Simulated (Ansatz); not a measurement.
# Electron scattering at the Σ3 (111) boundary in fcc Rh with Ti (substitutional), part 2 of 2

Wanted: what the Σ3 (111) boundary in fcc Rh with Ti (substitutional) costs an interconnect.

Ansatz 0.2.0; Ansatz plane-wave DFT, PBE, PAW files; relaxation of a bicrystal slab with its lowest layers held; PAW set soft_1 (the session's first sound run).

So far. Step 2 (Relaxing the bicrystal): The largest force component on a free atom ends at 0.029 eV/Å, under the tolerance of 0.03, after 3 steps.

### Step 3. Transmission across the boundary

Bulk layers of each grain are laid under and over the relaxed boundary, and a lead is named in the middle of each, away from the free faces. The mesh across the current, 26×26, is finer than the density's, because channels open and close sharply across the zone. Energies from -0.1 to 0.1 eV in steps of 0.05 eV are too few for the program's thermal sum, so it prints no conductance; for a metal the transmission near the Fermi level serves, at a fraction of the cost.

This step: Ansatz plane-wave DFT, PBE, PAW files; ballistic transport by layer matching (Landauer), zero bias; boundary relaxed in a short slab, bulk layers laid on; PAW set soft_1 (Ansatz 0.2.0).

System of this step: Σ3 (111) boundary in fcc Rh with Ti (substitutional). The cell holds 40 atoms: 39 Rh and 1 Ti. Its edges and angles: a = 5.378 Å, b = 2.689 Å, c = 49.858 Å, α = 90.0°, β = 90.0°, γ = 120.0°. It derives from Rh. Regions: lower grain, 16 atoms (16 Rh); boundary, 10 atoms (9 Rh and 1 Ti); upper grain, 14 atoms (14 Rh). Vacuum lies along c.

The input, input.yaml:

```yaml
crystal:
  lattice:
    - [5.378395599, 0.0, 0.0]
    - [-1.3445988998, 2.3289136102, 0.0]
    - [0.0, 0.0, 49.8584221341]
  atoms:
    - { symbol: Rh, position: [-1.6666666668, -6.6666666668, 0.0802271678] }
    - { symbol: Rh, position: [-1.1666666668, -6.6666666668, 0.0802271678] }
    - { symbol: Rh, position: [-1.5000000001, -6.0000000002, 0.1242662833] }
    - { symbol: Rh, position: [-1.0000000001, -6.0000000002, 0.1242662833] }
    - { symbol: Rh, position: [-1.3333333335, -5.3333333335, 0.1683053987] }
    - { symbol: Rh, position: [-0.8333333335, -5.3333333335, 0.1683053987] }
    - { symbol: Rh, position: [-1.1666666668, -4.6666666668, 0.2123445142] }
    - { symbol: Rh, position: [-0.6666666668, -4.6666666668, 0.2123445142] }
    - { symbol: Rh, position: [-1.0000000001, -4.0000000001, 0.2563836296] }
    - { symbol: Rh, position: [-0.5000000001, -4.0000000001, 0.2563836296] }
    - { symbol: Rh, position: [-0.8333333334, -3.3333333334, 0.3004227451] }
    - { symbol: Rh, position: [-0.3333333334, -3.3333333334, 0.3004227451] }
    - { symbol: Rh, position: [-0.6666666668, -2.6666666668, 0.3444618606] }
    - { symbol: Rh, position: [-0.1666666668, -2.6666666668, 0.3444618606] }
    - { symbol: Rh, position: [-0.5000000001, -2.0000000001, 0.388500976] }
    - { symbol: Rh, position: [-1.0e-10, -2.0000000001, 0.388500976] }
    - { symbol: Rh, position: [0.6666666666, 0.6666666666, 0.4325400915] }
    - { symbol: Rh, position: [0.1666666666, 0.6666666666, 0.4325400915] }
    - { symbol: Rh, position: [0.8334874651, 0.3334874651, 0.4780916003] }
    - { symbol: Rh, position: [0.3308985706, 0.3308985706, 0.4776771488] }
    - { symbol: Ti, position: [0.0022827185, 0.0022827185, 0.5221891667] }
    - { symbol: Rh, position: [0.4940564634, -0.0059435366, 0.5219161477] }
    - { symbol: Rh, position: [0.8342986656, 0.3342986656, 0.5658396712] }
    - { symbol: Rh, position: [0.3321387381, 0.3321387381, 0.5660458403] }
    - { symbol: Rh, position: [0.667265793, 0.667265793, 0.6120595037] }
    - { symbol: Rh, position: [0.1668205633, 0.6668205633, 0.6109385443] }
    - { symbol: Rh, position: [-0.4996234885, -1.9996234885, 0.6555381394] }
    - { symbol: Rh, position: [0.0003765115, -1.9996234885, 0.6555381394] }
    - { symbol: Rh, position: [-0.6662901552, -2.6662901552, 0.6995772549] }
    - { symbol: Rh, position: [-0.1662901552, -2.6662901552, 0.6995772549] }
    - { symbol: Rh, position: [-0.8329568218, -3.3329568219, 0.7436163704] }
    - { symbol: Rh, position: [-0.3329568218, -3.3329568219, 0.7436163704] }
    - { symbol: Rh, position: [-0.9996234885, -3.9996234885, 0.7876554858] }
    - { symbol: Rh, position: [-0.4996234885, -3.9996234885, 0.7876554858] }
    - { symbol: Rh, position: [-1.1662901552, -4.6662901552, 0.8316946013] }
    - { symbol: Rh, position: [-0.6662901552, -4.6662901552, 0.8316946013] }
    - { symbol: Rh, position: [-1.3329568219, -5.3329568219, 0.8757337167] }
    - { symbol: Rh, position: [-0.8329568219, -5.3329568219, 0.8757337167] }
    - { symbol: Rh, position: [-1.4996234885, -5.9996234886, 0.9197728322] }
    - { symbol: Rh, position: [-0.9996234885, -5.9996234886, 0.9197728322] }
kpoints:
  mp_grid: { grid: [11, 11, 1] }
hamiltonian:
  xc: pbe
  pseudopotentials: { kind: paw, azcp: { folder: soft_1 } }
scf:
  occupations: { method: fermi_dirac, width: 0.1 }
output:
  transmission:
    leads: [[10, 12], [30, 32]]
    kmesh: [26, 26]
    e_range: [-0.1, 0.1]
    de: 0.05
  write_potential: true
  write_density: true
  volumetric_format: npy
  elf: true
```

Launch:

```bash
$ ansatz run input.yaml --threads 4 --pin off --max-ram 15360MiB --backend cpu --events-out ev --progress --plain --runs-dir out
```

Numbers of over 12 decimals in the logs are rounded to 6 here.

Log:

```text
[...]
Crystal: 40 atoms, lattice volume = 624.518 Å³
Basis set: ecut = 420 eV, 12221 PW (Γ)
Bands: 405, of which v1, the nominal top of the filled ones, is band 338 counted from 1 (337 counted from 0)
Symmetry: 2 space group operations
[...]
k-points: 36 of 121 (time reversal used)
[...]
SCF iter   1: F=—  HF=-252235.777505 eV  |F-HF|=—  |Δ(HF+E_count)|=         —  Δρ=1.18e-1  dr2=7.46e2  ethr=3.10e-3  ⟨swp⟩=5.8  Hψ=47567  notcnv=0  defer=476
[...]
SCF iter  12: F=-252213.600077 eV  HF=-252213.600077 eV  |F-HF|=9.31e-9  |Δ(HF+E_count)|=   3.14e-9  Δρ=1.09e-6  dr2=1.35e-8  ethr=1.48e-11  ⟨swp⟩=11.3  Hψ=43586  notcnv=0
SCF 1 converged in 12 iterations: F = -252213.600077 eV  dr2 = 1.35e-8
[...]
transmission: 1001 of 9996 steps passed
transmission: 2001 of 9996 steps passed
[...]
transmission: 9996 of 9996 steps passed
WARN: The output density's exchange-correlation potential varies sharply where the density is thin. Do not read a vacuum level from v_tot or v_xc, or from such a field of the output density. On a cell that repeats whose density bears no net charge and no dipole along the vacuum's axis use v_es (v_loc + v_h of the components); under efield.dipole_correction with no amplitude use v_es + v_field, which holds any externa [...]
SCF converged after 12 iterations
Free energy (F): -252213.600077 eV
[...]
Internal energy: -252211.772844 eV  (E = F + TS)
E sigma→0 (E₀):  -252212.686460 eV
Entropy (-TS):   -1.827233 eV (-45.681 meV/atom)
Fermi energy:    19.004013 eV
[...]
--- Band table (eV; the first three rows and the last of 36) ---
  k-point 0: bands = [... 334 lower, 19.0619, 19.0913, 19.1062, 19.1555, 19.1589, 19.2644, 19.2678, 19.3162, ... 63 higher]
  k-point 1: bands = [... 334 lower, 18.7840, 18.8449, 18.8714, 18.9138, 18.9487, 19.0284, 19.0600, 19.1085, ... 63 higher]
  k-point 2: bands = [... 334 lower, 18.3915, 18.4274, 18.4914, 18.5213, 18.5303, 18.5635, 18.6363, 18.6877, ... 63 higher]
  k-point 35: bands = [... 334 lower, 19.4426, 19.4667, 19.5160, 19.5420, 19.5457, 19.5488, 19.5524, 19.5581, ... 63 higher]
--- Transmission ---
  basis      : 107 plane waves across, 51 finite elements along
  points     : 196, standing for a mesh of 26 x 26
  energies   : 5 from -0.100000 to 0.100000 eV about the Fermi level, 0.050000 eV apart; the leads are filled to 0.000000 eV, and channels, transmission and decay are at 0.000000 eV
  crystal 0  : Rh2, at the sites [10, 12], period 2.1957 Å, over 19.76 Å; its Hamiltonian steps by up to 7.0 meV
    offset         : up to 0.0000 Å between an atom of the period and one for which it stands
    channels       : 3.505917e0 a spin
    conductance    : none, the energies end too early or step too widely for 300 K: set another output.transmission.e_range or a lower de, or, where they end at an eighth of basis.ecutwfc, a higher one
[...]
channels       : 3.517751e0 a spin
[...]
junction   : crystal 0 to crystal 1, 13.18 to 37.48 Å
    transmission   : 1.492150e0 a spin
[...]
```

Run time: 20 min. Hardware: 4 threads of Arm Neoverse V1, shared host; peak memory 11 GiB; 75 min of CPU time.

In the SCF lines HF is the Harris–Foulkes energy and dr2 the Hartree energy of the density residual, in eV; the loop may stop once dr2 is under the threshold and the program's other checks hold. Hψ counts applications of the Hamiltonian.

This step gave:

| Item | Value |
| --- | --- |
| free energy | -252213.6001 eV |
| energy at zero smearing | -252212.6865 eV |
| Fermi energy | 19.00 eV |
| cell area | 12.53 Å² |
| transmission per spin nearest the Fermi level | 1.492 |
| open channels per spin nearest the Fermi level | 3.506 |
| open channels per spin, upper lead | 3.518 |
| step of the lead's potential | 7 meV |
| step of the upper lead's potential | 20.5 meV |

Per spin. The transmission, zone mean by energy, zero at the Fermi level:

| energy (eV) | transmission, zone mean |
| --- | --- |
| -0.1000 | 1.50 |
| -0.0500 | 1.49 |
| 0.0000 | 1.49 |
| 0.0500 | 1.51 |
| 0.1000 | 1.54 |

Per spin. Table of open channels, zone mean by energy, zero at the Fermi level:

| energy (eV) | lead | upper lead |
| --- | --- | --- |
| -0.1000 | 3.43 | 3.45 |
| -0.0500 | 3.54 | 3.57 |
| 0.0000 | 3.51 | 3.52 |
| 0.0500 | 3.62 | 3.61 |
| 0.1000 | 3.66 | 3.65 |

Transmission over k1 and k2. At 0.0000 eV from the Fermi level.

Ten even steps from '_' (0.69) to '@' (3.69):
```
......::::....::::..--::++==@@==++::--..::::....::::
....__......__..................................__..
::--==..==--::..::------==......++......==------::..
..::==========::..__....::::::==========::::::....__
..........::..................__----------__........
............::..................____::--::____......
............__..__..............______--++--______..
................__................______==**==______
__....::::::::::......::::::::::....__--++++__++++--
++::::--======::::::::::::::======--::::++==::::::==
::==++++++++++--++==------==++--++++++++++==::------
------::++--======------@@------======--++::--------
========----========%%%%@@@@@@%%%%========----======
----------::++--======------@@------======--++::----
::------::==++++++++++--++==------==++--++++++++++==
++==::::::==++::::--======::::::::::::::======--::::
__--++++__++++--__....::::::::::......::::::::::....
..______==**==______................__..............
....______--++--______..............__..__..........
........____::--::____..................::..........
..........__----------__..................::........
..__....::::::==========::::::....__..::==========::
::..::------==......++......==------::..::--==..==--
....__..................................__......__..
..::::....::::..--::++==@@==++::--..::::....::::....
::::::::....--::::--::__@@@@@@__::--::::--....::::::
```
Columns: k1 (b1) from -0.5 to 0.462; rows upwards: k2 (b2) from -0.5 to 0.462.

Open channels over k1 and k2. At 0.0000 eV from the Fermi level.

Values, 12 rows by 16 columns, each cell a mean:
```
2.12 2.07 2.04 2.10 2.47 2.40 3.33 3.92 4.64 4.52 4.17 3.28 2.99 2.40 2.15 2.15
3.24 3.65 3.99 4.17 3.67 3.38 3.38 3.86 3.67 3.81 3.79 4.11 4.32 3.63 3.38 3.38
3.00 3.00 3.00 3.33 3.28 3.00 3.00 3.00 3.00 3.05 3.31 3.88 4.31 3.25 3.00 3.00
3.00 3.00 3.00 3.00 3.08 2.44 2.76 3.00 3.00 3.00 3.00 3.24 4.80 4.89 3.71 3.43
4.13 3.79 3.81 3.96 3.68 3.23 3.27 3.38 3.85 3.67 3.78 3.69 4.78 4.33 4.13 4.34
4.00 4.06 4.28 4.91 4.26 4.00 4.39 5.31 4.92 4.53 4.25 4.17 5.10 4.25 4.00 4.00
4.08 4.02 4.00 4.36 4.87 3.92 4.17 3.82 4.33 4.14 3.92 3.80 4.18 4.46 4.40 4.15
3.95 4.29 4.22 5.03 4.14 3.00 3.33 3.38 3.24 2.93 2.54 2.70 3.38 3.38 3.06 3.24
3.00 3.00 3.33 4.87 4.41 3.12 3.00 3.00 3.00 3.00 3.00 2.95 3.28 3.00 3.00 3.00
3.00 3.00 3.00 3.40 4.09 3.89 3.73 3.24 3.19 3.00 3.00 3.00 3.60 4.01 3.66 3.24
3.08 3.08 3.08 3.57 3.95 3.58 3.86 3.79 4.15 3.67 3.25 3.08 3.25 2.99 2.66 2.73
2.00 2.00 2.00 2.45 2.86 3.46 4.39 5.31 5.36 4.24 3.38 2.78 2.43 2.00 2.00 2.00
```
Columns: k1 (b1) from -0.5 to 0.462; rows upwards: k2 (b2) from -0.5 to 0.462.

ELF in the ca plane at fractional y = 0.000, with atoms of Rh and Ti within 0.2 Å of it. It is the smooth field of the valence electrons, not physical close to the nuclei.

Values, 8 rows by 16 columns, each cell a mean:
```
0.30 0.62 0.31 0.24 0.21 0.22 0.27 0.36 0.58 0.23 0.24 0.20 0.23 0.24 0.55 0.44
0.23 0.28 0.23 0.35 0.25 0.29 0.32 0.22 0.20 0.28 0.35 0.22 0.35 0.26 0.26 0.25
0.24 0.35 0.24 0.30 0.24 0.26 0.28 0.29 0.34 0.25 0.31 0.21 0.30 0.25 0.32 0.28
0.32 0.69 0.34 0.25 0.20 0.22 0.26 0.46 0.64 0.26 0.24 0.20 0.24 0.25 0.61 0.50
0.30 0.63 0.31 0.24 0.21 0.22 0.25 0.42 0.59 0.25 0.24 0.21 0.23 0.24 0.55 0.44
0.23 0.27 0.23 0.35 0.26 0.30 0.31 0.28 0.31 0.26 0.36 0.23 0.36 0.25 0.26 0.25
0.24 0.35 0.24 0.30 0.24 0.27 0.30 0.22 0.26 0.26 0.31 0.23 0.31 0.24 0.32 0.28
0.32 0.69 0.34 0.25 0.21 0.22 0.29 0.43 0.64 0.24 0.26 0.20 0.24 0.25 0.61 0.49
```
Columns run along c (16.0 Å, from fractional 0.36 to 0.68 of the cell), rows up along a (5.4 Å). Atoms in or near the plane, at fractional coordinates: Rh at (0.39, 0.50), Rh at (0.39, 0.00), Ti at (0.52, 0.00), Rh at (0.52, 0.49), Rh at (0.66, 0.50), Rh at (0.66, 0.00).

Valence density in the ca plane at fractional y = 0.000, with atoms of Rh and Ti within 0.2 Å of it. It is the smooth field of the valence electrons, not physical close to the nuclei.

Ten steps, logarithmic in the rise over the least value, from '0' (0 e/Å³) to '9' (13 e/Å³), each cell a mean:
```
13799842111100011111479851111100011112489973
12467531233210123221246521123210123321257652
21233211345321245421112111245421235532123321
21122111355421345431112111245431245532112211
11355421234311234321245421234321134431235532
13688742122100122212578752122210012211378863
14799852111000011112699963111100001112489984
13799842111100011112689862111100011111489973
12467531233211123222467642123211123321257752
21233211345321245421233321245421245431123321
21122111355422345431111111245532245531112211
11345421234311234321134311234321134321235531
13688742122100122211368741122210012211378863
14799852111000011111589862111100001112589984
```
Columns run along c (16.0 Å, from fractional 0.36 to 0.68 of the cell), rows up along a (5.4 Å). Atoms in or near the plane, at fractional coordinates: Rh at (0.39, 0.50), Rh at (0.39, 0.00), Ti at (0.52, 0.00), Rh at (0.52, 0.49), Rh at (0.66, 0.50), Rh at (0.66, 0.00).

Electrostatic potential energy in the ca plane at fractional y = 0.000, with atoms of Rh and Ti within 0.2 Å of it. With pseudopotentials it is smooth inside the atoms' cores, unlike the true potential.

Values in eV, 8 rows by 16 columns, each cell a mean:
```
  7 -39   5  16  20  18  17  -2 -15  16  16  21  17  17 -29 -15
 18  11  18  -2  12   5   5  16  12  15  -4  17  -3  13  13  16
 16  -1  16   4  14   9   9  12   4  16   3  18   4  14   4   9
  4 -48   1  19  21  20  19 -17 -41  16  19  21  19  17 -38 -23
  7 -39   5  17  20  18  18 -12 -34  16  17  21  17  17 -29 -15
 18  11  18  -2  12   4   5  16  11  15  -4  16  -3  14  13  16
 16  -1  16   4  14   8   9  12   4  15   2  17   3  15   3   9
  4 -48   1  19  21  20  19  -6 -19  15  19  21  19  17 -38 -23
```
Columns run along c (16.0 Å, from fractional 0.36 to 0.68 of the cell; values clipped at the 3rd and 97th percentile), rows up along a (5.4 Å). Atoms in or near the plane, at fractional coordinates: Rh at (0.39, 0.50), Rh at (0.39, 0.00), Ti at (0.52, 0.00), Rh at (0.52, 0.49), Rh at (0.66, 0.50), Rh at (0.66, 0.00).

Over the solved energies the transmission per spin lies between 1.49 and 1.54, out of 3.55 channels of the lead on average (up to 3.66).

### Step 4. Specific resistance

This step: Ansatz plane-wave DFT, PBE, PAW files; ballistic transport by layer matching (Landauer), zero bias; specific resistance of the boundary; PAW set soft_1 (Ansatz 0.2.0).

Numbers from this step:

| Item | Value |
| --- | --- |
| area resistance | 0.6183 fΩ m² |
| T over the leads' mean channel count | 0.4237 |

Averaged over the energies near the Fermi level, 42.4 % of the channels pass, which makes 0.618 fΩ m².

By hand, with T and the leads' channels N averaged over the energies near the Fermi level: RA = A (h/2e²)(1/T − ½[1/N₁ + 1/N₂]) = 12.53×10⁻²⁰ m² × 12 906 Ω × (1/1.507 − ½[1/3.553 + 1/3.559]) = 0.618 fΩ m².

### Step 5. What came out

```json
{
 "specific resistance of the boundary": "0.618 fΩ m²",
 "share of channels that pass": "0.424"
}
```

The boundary has a specific resistance of 0.62 fΩ m². The boundary reflects 58 % of the channels; 0.62 fΩ m² is 6.2×10⁻¹² Ω·cm². One Ti in 12.5 Å² of boundary is a high coverage. One starting structure was relaxed; another shift or atom count at the boundary may lie lower.

[Logs are printed without paths, hosts, clocks, repeated set-up lines and the standing remarks that a program may print on its own settings, such as how far it seeks lower states.]

[Hosts, paths, dates, database ids (printed as entryN), source tags and the programs' standing remarks are cut or masked in the printed files.]
